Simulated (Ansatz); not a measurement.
# Kick test of a cell of Ag

The cell was found from a structure generator's guess, not taken from experiment.

Level of theory: DFT PBE, scalar-relativistic, plane waves, PAW (Ansatz). Plane waves to 420 eV, a k mesh through Γ of 22×22×20 on the computed 1-atom cell and Gaussian smearing (0.10 eV); no spin polarisation.

The cell below (1 atom, space group P6/mmm (No. 191)) is relaxed within its symmetry.

```
Ag
1.0
     1.42119   -2.46243    0.00000
     1.42119    2.46243    0.00000
     0.00000    0.00000    2.77573
Ag
1
Cartesian
  1.4212 0.0000 1.3879
```

For the test a repeat of it with 4 atoms (edges 2.78, 5.68, 5.69 Å) was strained at random (σ = 1.5 % a component), the atoms were moved at random (σ = 0.05 Å), and all was relaxed again on a coarse 8×4×4 mesh (in the run’s order of axes) with 0.20 eV smearing, with no symmetry imposed.

Question: Is the structure stable against such a distortion?

Answer: It doesn't return. The energy falls by 203 meV/atom on that mesh, the volume changes by -7.9 %, and the end has space group Fm-3m (No. 225) at a loose tolerance. Relaxed again on a 22×22×22 mesh with 0.10 eV smearing, the new structure lies 190 meV/atom below the first (mesh in the axes of the run's cell; the cell below is made exact in the group named). Space group Fm-3m (No. 225), cubic, a = 4.148 Å. Ag is surrounded by 12 Ag at 2.93 Å.

```cif
data_structure
_symmetry_space_group_name_H-M 'Fm-3m'
_symmetry_Int_Tables_number 225
_cell_length_a 4.1476
_cell_length_b 4.1476
_cell_length_c 4.1476
_cell_angle_alpha 90.000
_cell_angle_beta 90.000
_cell_angle_gamma 90.000
_cell_volume 71.35
loop_
_atom_site_label
_atom_site_type_symbol
_atom_site_symmetry_multiplicity
_atom_site_Wyckoff_symbol
_atom_site_fract_x
_atom_site_fract_y
_atom_site_fract_z
_atom_site_occupancy
Ag1 Ag 4 b 0.50000 0.00000 0.00000 1
```
